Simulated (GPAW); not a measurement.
MgS (Niningerite):

```
CELL_PARAMETERS angstrom
0.00000 2.60165 2.60165
2.60165 0.00000 2.60165
2.60165 2.60165 0.00000
ATOMIC_POSITIONS crystal
S 0.50000 0.50000 0.50000
Mg 0.00000 0.00000 0.00000
```

Base run:

* Program: GPAW 26.7.0
* Functional: HSE06
* Potentials or basis: GPAW PAW data sets (gpaw-data 1.2.1)
* Cutoff: 600 eV
* Basis: pw
* k mesh: 6 × 6 × 6
* Occupations: fermi-dirac, width 0.05 eV
* Spin: no spin polarisation

Its results: band gap on the k mesh 3.85 eV, indirect (least direct gap 4.85 eV).

Q: The run is repeated on the same cell with these changes: functional from HSE06 to PBE; cutoff from 600 eV to 650 eV; k mesh from 6 × 6 × 6 to 7 × 7 × 7. What comes out?

A: Band gap on the k mesh 3.01 eV, indirect (least direct gap 3.72 eV).

Several settings changed at once, so the effect can't be laid on one alone.

Caveats: an odd mesh through Γ misses points on the zone boundary, where band edges often lie (some runs).
